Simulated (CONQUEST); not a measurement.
The system is CrO2.

```
Cr O
1.0
     2.91700    0.00000    0.00000
     0.00000    4.42100    0.00000
     0.00000    0.00000    4.42100
Cr O
2 4
Direct
  0.50000 0.50000 0.50000
  0.00000 0.00000 0.00000
  0.50000 0.19900 0.19900
  0.00000 0.69900 0.30100
  0.50000 0.80100 0.80100
  0.00000 0.30100 0.69900
```

- Program: CONQUEST 1.3
- Task: single point
- Functional: PBE
- Potentials or basis: PseudoDojo NC PBE, DZP, grid cutoff 150 Ha
- k mesh: 9 × 6 × 6
- Occupations: fermi-dirac, width 0.05 eV
- Spin: collinear spin, ferromagnetic start
- Starting moments: [3.0, 3.0, 0.0, 0.0, 0.0, 0.0] μB

On this cell: pressure 2.4 GPa; largest force 0.349 eV/Å; net moment 4.00 μB per cell; site moments Cr +2.33; O -0.16 μB; band gap on the k mesh none (metal or under the smearing width).

The same run follows on a disturbed copy (atoms moved at random, drawn with an rms of 0.05 Å):

```
Cr O
1.0
     2.91700    0.00000    0.00000
     0.00000    4.42100    0.00000
     0.00000    0.00000    4.42100
Cr O
2 4
Direct
  0.50223 0.49776 0.50456
  0.01282 0.00884 0.00068
  0.50537 0.20267 0.19907
  0.99434 0.70041 0.29204
  0.51589 0.81054 0.79512
  0.99546 0.31288 0.70239
```

**Question.** What does the disturbed cell give?

**Answer.** The energy (extrapolated to zero smearing) moves by +10.5 meV/atom; pressure 2.5 GPa; largest force 1.241 eV/Å; net moment 4.00 μB per cell; site moments Cr +2.33, +2.32; O -0.16 μB; band gap on the k mesh none (metal or under the smearing width).

Forces on the atoms (eV/Å):
```
Cr  -0.299  1.029 -0.626
Cr  -0.178 -0.658 -0.042
O    0.025 -0.249 -0.074
O    0.382 -0.391  0.560
O   -0.419  0.300  0.301
O    0.422 -0.077 -0.136
```

Stress tensor (GPa, compression positive):
```
2.58 0.24 0.55
0.24 3.26 0.03
0.55 0.03 1.76
```

The forces don't sum to zero, so they hold noise of the program's grid.

Caveats: moments can come out somewhat high in this basis; the basis of atomic orbitals isn't converged, which shifts pressures, moduli and gaps; semilocal functionals often make such compounds metallic where correlation or magnetic order opens a gap, which also shifts bond lengths; only a ferromagnetic start was run, and an antiferromagnetic order may lie lower in energy.
